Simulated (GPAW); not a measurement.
# Cu2O (Cuprite) (Pn-3m) in GPAW: single point with PBE

Aim: the single point of Cu2O (Cuprite) with PBE.

Everything below comes from runs of GPAW 26.7.0. Logs are shortened: lines on timing, memory, paths and dates and some standing lists are left out, and cuts for length are marked. The log counts tension as positive stress, the text compression.

## (1) Starting point

Symmetry: Pn-3m, No. 224, cubic system. The conventional cell has a = 4.260 Å, b = 4.260 Å, c = 4.260 Å, α = 90.00°, β = 90.00°, γ = 90.00°. Around Cu (site symmetry -3m) lie 2 O at 1.84 Å. O (site symmetry -43m) has 4 Cu at 1.84 Å as nearest neighbours.

## (2) Single point, PBE

run.py reads:

```python
from ase.dft.bandgap import bandgap
from ase.io import read, write
from ase.units import GPa
from gpaw import GPAW, PW

atoms = read('Cu2O.xyz')

calc = GPAW(mode=PW(500),
            xc='PBE',
            kpts={'size': (5, 5, 5), 'gamma': True},
            occupations={'name': 'fermi-dirac', 'width': 0.05},
            nbands=51,
            convergence={'density': 1e-05, 'energy': 1e-05},
            maxiter=80,
            txt='gpaw.txt')
atoms.calc = calc
energy = atoms.get_potential_energy()
forces = atoms.get_forces()
stress = atoms.get_stress()
calc.write('gs.gpw')
write('result.traj', atoms)
print(f'Energy: {energy:.6f} eV')
print('Forces (eV/A):')
print(forces.round(4))
print('Stress (GPa):', (stress / GPa).round(3))
print('Fermi level:', round(calc.get_fermi_level(), 4), 'eV')
print(f'Gap: {bandgap(calc)[0]:.4f} eV, direct: {bandgap(calc, direct=True)[0]:.4f} eV')
```

Cu2O.xyz reads:

```xyz
6
Lattice="4.2600000000 0.0000000000 0.0000000000 0.0000000000 4.2600000000 0.0000000000 0.0000000000 0.0000000000 4.2600000000" Properties=species:S:1:pos:R:3 pbc="T T T"
Cu     3.1950000000      1.0650000000      3.1950000000
Cu     3.1950000000      3.1950000000      1.0650000000
Cu     1.0650000000      3.1950000000      3.1950000000
Cu     1.0650000000      1.0650000000      1.0650000000
O      2.1300000000      2.1300000000      2.1300000000
O      0.0000000000      0.0000000000      0.0000000000
```

Potentials or basis: GPAW PAW data sets (gpaw-data 1.2.1), pw.

Started as:

```sh
$ OMP_NUM_THREADS=1 python run.py
```

gpaw.txt:

```text
__  _  _
 | _ |_)|_||  |
 |__||  | ||/\| - 26.7.0

Input parameters:
  mode=PW(ecut=500.0),
  convergence={'density': 1e-05, 'energy': 1e-05},
  kpts=MonkhorstPack(size=(5, 5, 5), gamma=True),
  maxiter=80,
  nbands=51,
  occupations=Occupations(name='fermi-dirac', width=0.05),
  xc=XC(name='PBE')

Diagonalizing LCAO Hamiltonian
Converting LCAO to pw mode
    .---------.
   /|         |
  / | Cu      |
 *  |         |
 |  |  O CuCu |
 |  .---------.
 | /Cu       /
 |/         /
 O---------*

Atoms  # Å, Bohr magnetons
|   | symbol |        x |        y |        z |    initial magnetic moments |
|---|--------|----------|----------|----------|-----------------------------|
| 0 |     Cu | 3.195000 | 1.065000 | 3.195000 | ( 0.0000,  0.0000,  0.0000) |
| 1 |     Cu | 3.195000 | 3.195000 | 1.065000 | ( 0.0000,  0.0000,  0.0000) |
| 2 |     Cu | 1.065000 | 3.195000 | 3.195000 | ( 0.0000,  0.0000,  0.0000) |
| 3 |     Cu | 1.065000 | 1.065000 | 1.065000 | ( 0.0000,  0.0000,  0.0000) |
| 4 |      O | 2.130000 | 2.130000 | 2.130000 | ( 0.0000,  0.0000,  0.0000) |
| 5 |      O | 0.000000 | 0.000000 | 0.000000 | ( 0.0000,  0.0000,  0.0000) |

Unit cell  # Å
| periodic |        x |        y |        z |  lengths |    angles |
|----------|----------|----------|----------|----------|-----------|
|      yes | 4.260000 | 0.000000 | 0.000000 | 4.260000 | 90.000000 |
|      yes | 0.000000 | 4.260000 | 0.000000 | 4.260000 | 90.000000 |
|      yes | 0.000000 | 0.000000 | 4.260000 | 4.260000 | 90.000000 |

Number of symmetries: 24
Symmetry operations  # r_c * U_cc + t_c -> r_c
|    | kind |            matrix            |
|----|------|------------------------------|
|  0 |  E   |  1, 0, 0,  0, 1, 0,  0, 0, 1 |
|  1 |  σ   |  1, 0, 0,  0, 0, 1,  0, 1, 0 |
|  2 |  σ   |  1, 0, 0,  0, 0,-1,  0,-1, 0 |
|  3 |  C2  |  1, 0, 0,  0,-1, 0,  0, 0,-1 |
|  4 |  σ   |  0, 1, 0,  1, 0, 0,  0, 0, 1 |
|  5 |  C3  |  0, 1, 0,  0, 0, 1,  1, 0, 0 |
|  6 |  C3  |  0, 1, 0,  0, 0,-1, -1, 0, 0 |
|  7 |  S4  |  0, 1, 0, -1, 0, 0,  0, 0,-1 |
|  8 |  C3  |  0, 0, 1,  1, 0, 0,  0, 1, 0 |
|  9 |  σ   |  0, 0, 1,  0, 1, 0,  1, 0, 0 |
| 10 |  S4  |  0, 0, 1,  0,-1, 0, -1, 0, 0 |
| 11 |  C3  |  0, 0, 1, -1, 0, 0,  0,-1, 0 |
| 12 |  C3  |  0, 0,-1,  1, 0, 0,  0,-1, 0 |
| 13 |  σ   |  0, 0,-1,  0, 1, 0, -1, 0, 0 |
| 14 |  S4  |  0, 0,-1,  0,-1, 0,  1, 0, 0 |
| 15 |  C3  |  0, 0,-1, -1, 0, 0,  0, 1, 0 |
| 16 |  S4  |  0,-1, 0,  1, 0, 0,  0, 0,-1 |
| 17 |  C3  |  0,-1, 0,  0, 0, 1, -1, 0, 0 |
| 18 |  C3  |  0,-1, 0,  0, 0,-1,  1, 0, 0 |
| 19 |  σ   |  0,-1, 0, -1, 0, 0,  0, 0, 1 |
| 20 |  C2  | -1, 0, 0,  0, 1, 0,  0, 0,-1 |
| 21 |  S4  | -1, 0, 0,  0, 0, 1,  0,-1, 0 |
| 22 |  S4  | -1, 0, 0,  0, 0,-1,  0, 1, 0 |
| 23 |  C2  | -1, 0, 0,  0,-1, 0,  0, 0, 1 |

BZ-sampling:
  Number of BZ points: 125
  Number of IBZ points: 10

  Monkhorst-Pack size: [5, 5, 5]
  Monkhorst-Pack shift: [0, 0, 0]

K-points  # in reciprocal-cell coordinates
|   |                                coordinates |     weight |
|---|--------------------------------------------|------------|
| 0 | (  0.00000000,   0.00000000,   0.00000000) | 0.00800000 |
| 1 | (  0.20000000,   0.00000000,   0.00000000) | 0.04800000 |
| 2 | (  0.20000000,   0.20000000,   0.00000000) | 0.09600000 |
| 3 | (  0.20000000,   0.20000000,   0.20000000) | 0.06400000 |
| 4 | (  0.40000000,   0.00000000,   0.00000000) | 0.04800000 |
| 5 | (  0.40000000,   0.20000000,   0.00000000) | 0.19200000 |
| 6 | (  0.40000000,   0.20000000,   0.20000000) | 0.19200000 |
| 7 | (  0.40000000,   0.40000000,   0.00000000) | 0.09600000 |
| 8 | (  0.40000000,   0.40000000,   0.20000000) | 0.19200000 |
| 9 | (  0.40000000,   0.40000000,   0.40000000) | 0.06400000 |

Plane wave coefficients: 1971
Cutoff: 500.0 eV

Spin-components: 1 (collinear spins)
Bands:           51
Projectors:      34
Spin-degeneracy: 2
Datatype:        complex128

Parallelization:
  kpt:    1
  domain: 1
  band:   1

Density:
  Valence electrons: 56.0
  Components: 1
  Grid points: [24 24 24]
  Charge: 0.0  # |e|

Potential:
  Grid points: [24 24 24]

species:
  Cu:
    name:    Copper
    Z:       29.0
    valence: 11
    core:    18
    charge:  0.0  # [|e|]
    compensation charges:
      type: gauss
      rc: 0.33  # [Å]
      lmax: 2
    cutoffs:
      filter: 2.06  # [Å]
      core: 2.43  # [Å]
    projectors
    | kind |    occ | energy [eV] | rcut [Å] |
    |------|--------|-------------|----------|
    |   4s |  1.000 |      -4.609 |    1.164 |
    |   4p |  0.000 |      -0.698 |    1.164 |
    |   3d | 10.000 |      -5.039 |    1.058 |
    |    s |        |      22.603 |    1.164 |
    |    p |        |      26.513 |    1.164 |
    |    d |        |      22.172 |    1.058 |

    Using partial waves for Cu as LCAO basis

  O:
    name:    Oxygen
    Z:       8.0
    valence: 6
    core:    2
    charge:  0.0  # [|e|]
    compensation charges:
      type: gauss
      rc: 0.21  # [Å]
      lmax: 2
    cutoffs:
      filter: 1.17  # [Å]
      core: 0.83  # [Å]
    projectors
    | kind |    occ | energy [eV] | rcut [Å] |
    |------|--------|-------------|----------|
    |   2s |  2.000 |     -23.961 |    0.688 |
    |   2p |  4.000 |      -9.029 |    0.598 |
    |    s |        |       3.251 |    0.688 |
    |    p |        |      18.182 |    0.598 |
    |    d |        |       0.000 |    0.619 |

    Using partial waves for O as LCAO basis

Reference energy: -184167.511967  # eV

eigensolver:
  PPCG
  Converge bands: occupied
  niter=2

density mixing:
  MSR1-Mixer
  Pratt-step length: 0.05
  Maximum mixing coefficient: 0.75
  Old densities: 10
  SVD Regularization: 0.005
  Good broyden scale: 1.0
  Trust region scale: 1.0
  Backstep threshold: 4.0
  History deletion threshold: 6.0
  Fourier metric: weight=20.0, sigma=0.015

occupation numbers:
  Fermi-Dirac:
    width: 0.0500  # eV

poisson solver:
  ecut: 4000.0  # eV

xc functional:
  name: PBE with 2 nearest neighbor stencil

convergence criteria:
- Maximum integral of absolute [dens]ity change: 1e-05 electrons / valence electron
- Maximum [total energy] change in last 3 cyles: 1e-05 eV / valence electron
- Maximum integral of absolute [eigenst]ate change: 4e-08 eV^2 / valence electron
maximum number of iterations: 80

SCF iterations
|iter     | |      energy | eigst |  dens |
|---------|-|-------------|-------|-------|
|iter:   1| |  -32.113158 | +0.13 |       |
|iter:   2| |  -29.825010 | -1.68 | -0.97 |
|iter:   3| |  -26.476408 | -1.31 | -1.09 |
|iter:   4| |  -26.412954 | -3.13 | -1.71 |
|iter:   5| |  -26.376448 | -3.53 | -1.87 |
|iter:   6| |  -26.374314 | -4.40 | -2.45 |
|iter:   7| |  -26.374317 | -5.59 | -3.08 |
|iter:   8| |  -26.374328c| -5.68 | -3.60 |
|iter:   9| |  -26.374316c| -6.50 | -3.92 |
|iter:  10| |  -26.374316c| -8.47c| -4.49 |
|iter:  11| |  -26.374316c| -7.49c| -4.68 |
|iter:  12| |  -26.374316c| -8.65c| -5.70c|

Converged in 12 steps
Energy contributions relative to reference atoms: (reference = -184167.511967)

Energy contributions:
  Kinetic:         -11.471010
  Coulomb:           2.879313
  Zero:              0.331120
  External:          0.000000
  Xc:              -18.113679
  Entropy:          -0.000120
  Spinorbit:         0.000000
  ----------------------------
  Free energy:     -26.374376
  Extrapolated:    -26.374316

dipole moment: (-11.979367, -11.979367, -11.979367)  # |e|*Ang

Fermi level: 5.664
Eigenvalues  # (at kpt = [0.000, 0.000, 0.000])
| band index |      eig [eV] | occ [0-2] |
|------------|---------------|-----------|
|          0 |       -14.836 |     2.000 |
|        ... |               |           |
|         20 |         3.589 |     2.000 |
|         21 |         3.589 |     2.000 |
|         22 |         3.783 |     2.000 |
|         23 |         3.783 |     2.000 |
|         24 |         3.783 |     2.000 |
|         25 |         5.359 |     1.996 |
[... 8 lines left out ...]
|         34 |        14.670 |     0.000 |
|         35 |        14.670 |     0.000 |
|        ... |               |           |
|         50 |        28.669 |     0.000 |

Gap: 0.531 eV
Transition (v -> c):
  (s=0, k=0, n=27, [0.00, 0.00, 0.00]) -> (s=0, k=0, n=28, [0.00, 0.00, 0.00])
No difference between direct/indirect transitions

Forces  # eV/Ang
|        x |        y |        z |
|----------|----------|----------|
| -0.00001 |  0.00001 | -0.00001 |  # Cu   0
| -0.00001 | -0.00001 |  0.00001 |  # Cu   1
|  0.00001 | -0.00001 | -0.00001 |  # Cu   2
|  0.00001 |  0.00001 |  0.00001 |  # Cu   3
|  0.00000 |  0.00000 |  0.00000 |  # O    4
| -0.00000 |  0.00000 |  0.00000 |  # O    5

Stress tensor  # eV/Ang^3
|        x |         y |         z |
|----------|-----------|-----------|
| 0.024366 |  0.000000 |  0.000000 |
| 0.000000 |  0.024366 | -0.000000 |
| 0.000000 | -0.000000 |  0.024366 |

# Writing to gs.gpw (mode='')
```

stdout:

```text
Energy: -26.374316 eV
Forces (eV/A):
[[-0.  0. -0.]
 [-0. -0.  0.]
 [ 0. -0. -0.]
 [ 0.  0.  0.]
 [ 0.  0.  0.]
 [-0.  0.  0.]]
Stress (GPa): [ 3.904  3.904  3.904 -0.     0.     0.   ]
Fermi level: 5.6642 eV
Gap: 0.5307 eV, direct: 0.5307 eV
```

It took 23 s on 1 thread of Arm Neoverse V2, shared host; peak memory 0.18 GiB.

These settings aren't checked as converged: the numbers below hold their error.

What came out:

```
Free energy            : -26.3744 eV
Pressure               : -3.9 GPa
Band gap on the k mesh : 0.53 eV, direct
```

Caveat: with this Cu data set, volumes or pressures lay over 1.5 % or 2 GPa off other programs in two to four cells of ten; the cutoff is short for stress and forces, so pressures can be off by a GPa or more; an odd mesh through Γ misses points on the zone boundary, where band edges often lie.
